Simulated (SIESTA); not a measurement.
# Sb under changes of volume

One of the cells (33.554 Å³/atom); the others are scaled copies at fixed shape and fractional positions:

```xyz
4
Lattice="-4.0567 4.0567 2.0389 4.0567 -4.0567 2.0389 4.0567 4.0567 -2.0389" Properties=species:S:1:pos:R:3 pbc="T T T"
Sb    1.2273    5.2840    0.0000
Sb    2.8294    1.2273    0.0000
Sb    2.8294   -1.2273    2.0389
Sb    1.2273    2.8294    2.0389
```

This isn't the form of Sb at room conditions, which is rhombohedral.

- Program: SIESTA 5.4.2
- Functional: PBEsol
- Potentials or basis: PseudoDojo 0.4 standard (PBEsol files)
- Basis: DZP (energy shift 0.003 Ry; two zetas on semicore shells)
- Grid cutoff: 500 Ry
- Energy shift: 0.003 Ry
- k mesh: 7 × 7 × 7
- Occupations: fermi-dirac, width 0.05 eV
- Spin: no spin polarisation

| volume (Å³/atom) | energy over the lowest point (meV/atom) | pressure (GPa) | largest force (eV/Å) |
| --- | --- | --- | --- |
| 30.922 | ? | ? | ? |
| 31.580 | 17.02 | 3.3 | 0.162 |
| 32.238 | 6.45 | 2.0 | 0.120 |
| 33.554 | 0.00 | -0.3 | 0.034 |
| 34.212 | 3.23 | -1.2 | 0.000 |
| 34.870 | 10.13 | -2.1 | 0.037 |

Q: What does the run at 30.922 Å³/atom give?

A: Energy over the lowest point 33.23 meV/atom; pressure 4.7 GPa; largest force 0.212 eV/Å.

Worked out: A Birch-Murnaghan fit of order 3 (a polynomial in V^(-2/3)) to the other rows has its minimum at 33.36 Å³/atom with B0 = V·E''(V) = 52 GPa and B' = 4.2 at fixed shape and positions, which overstates the stiffness. It gives 33.24 meV/atom at 30.922 Å³/atom, against the run's 33.23, and -dE/dV = 4.7 GPa, against 4.7.

Energies are extrapolated to zero smearing.

Caveats: the basis of atomic orbitals isn't converged, which shifts pressures, moduli and gaps.
